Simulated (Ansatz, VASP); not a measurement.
Given: the input of a run of VASP 6.6.1 on GaP.

The input INCAR:

```
ALGO = Normal ; EDIFF = 1E-7
ENCUT = 520 ; GGA = PE
ISIF = 2 ; ISMEAR = -1
LASPH = T ; LCHARG = F
LREAL = F ; LWAVE = F
NBANDS = 26 ; NELM = 100
PREC = Accurate ; SIGMA = 0.05
```

KPOINTS

```
k-points
0
Gamma
  8 8 8
```

The input POSCAR:

```
GaP
1.0
    1.9811231871      1.1438020054      6.5569364368
   -1.9811231871      1.1438020054      6.5569364368
    0.0000000000     -2.2876040107      6.5569364368
Ga P
2 2
Direct
    0.5646280000      0.5646280000      0.5646280000
    0.4353720000      0.4353720000      0.4353720000
    0.9426110000      0.9426110000      0.9426110000
    0.0573890000      0.0573890000      0.0573890000
```

Potentials or basis: VASP PAW PBE potentials, release 64 (Ga_d, P).

Launch:

```console
$ cat potpaw_PBE.64/Ga_d/POTCAR potpaw_PBE.64/P/POTCAR > POTCAR
$ mpirun -np 1 vasp_std > vasp.out
```

**Question.** Set up the same calculation for Ansatz 0.2.0. Potentials there: Ansatz PAW.

**Answer.** As run (the cutoff follows the program's own potentials):

input.yaml

```yaml
crystal:
  lattice:
    - [1.9811231871, 1.1438020054, 6.5569364368]
    - [-1.9811231871, 1.1438020054, 6.5569364368]
    - [0.0, -2.2876040107, 6.5569364368]
  atoms:
    - { symbol: Ga, position: [0.564628, 0.564628, 0.564628] }
    - { symbol: Ga, position: [0.435372, 0.435372, 0.435372] }
    - { symbol: P, position: [0.942611, 0.942611, 0.942611] }
    - { symbol: P, position: [0.057389, 0.057389, 0.057389] }
hamiltonian:
  xc: pbe
  pseudopotentials: { kind: paw }
kpoints:
  mp_grid: { grid: [8, 8, 8] }
scf:
  occupations: { method: fermi_dirac, width: 0.05 }
output:
  forces: true
  stress: true
  eigenvalues: true
```

Potentials or basis: Ansatz PAW.

The run is started by

```sh
$ ansatz run input.yaml --threads 2 --pin off --max-ram 5120MiB --backend cpu --events-out ev --progress --plain --runs-dir out
```

Both were run:

|  | VASP | Ansatz | Ansatz less VASP |
| --- | --- | --- | --- |
| gap on the k mesh at the Fermi level (eV) | 0.79 | 0.79 | -0.006 |
| least direct gap on the mesh (eV) | 0.96 | 0.97 | +0.007 |
| pressure (GPa) | -3.6 | -3.6 | 0.00 |
| largest component of the traceless stress (GPa) | 0.40 | 0.34 | -0.064 |
| rms of the force components (eV/Å) | 0.049 | 0.035 | -0.0145 |

Atom by atom the forces differ by 0.015 eV/Å (rms over components). The functional is the same, so the differences come from potentials, cutoffs and numerics.

A k mesh can miss the band edges.
